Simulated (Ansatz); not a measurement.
A (100) slab of ZnS (F-43m (No. 216)), 10 planes, outer planes Zn (top) and S (bottom), with 10 atoms (Zn5S5) in a surface cell of A = 14.814 Å², as cut from the bulk:

```xyz
10
Lattice="3.8489 0.0000 0.0000 0.0000 3.8489 0.0000 0.0000 0.0000 27.2470" Properties=species:S:1:pos:R:3 pbc="T T T"
S     0.0000    1.9244    7.5000
Zn    1.9244    1.9244    8.8608
S     1.9244    0.0000   10.2216
Zn    0.0000    0.0000   11.5823
S     0.0000    1.9244   12.9431
Zn    1.9244    1.9244   14.3039
S     1.9244    0.0000   15.6647
Zn    0.0000    0.0000   17.0255
S     0.0000    1.9244   18.3863
Zn    1.9244    1.9244   19.7470
```

Computed with Ansatz 0.2.0, DFT PBE, scalar-relativistic, plane waves, PAW. Settings: cutoff 420 eV, Γ-centred mesh 7×7×1 on the computed 10-atom cell, Gaussian smearing of 0.05 eV; no spin polarisation. The cell repeats along c with a dipole correction in the vacuum.

Against the same 10 atoms in the bulk, the slab as cut lies 3.759 eV higher and the relaxed slab 3.682 eV higher.

Q: Work out the surface energy before and after relaxation.

A: The slab has two faces, so γ = (E_slab − N·E_bulk)/(2A), the mean of both. As cut: 3.759/(2 × 14.814) = 0.1269 eV/Å², and 1 eV/Å² = 16.02 J/m², so γ = 2.03 J/m². Relaxed: 3.682/(2 × 14.814) = 0.1243 eV/Å² = 1.99 J/m². Relaxation recovers 2 % of the cost of cutting.

Q: What is the ideal work of this cut, per area?

A: Griffith's ideal work is 2γ: 4.07 J/m² if the new faces stay rigid, 3.98 J/m² if they relax. One thickness was run, 10 planes, so γ can still shift with it.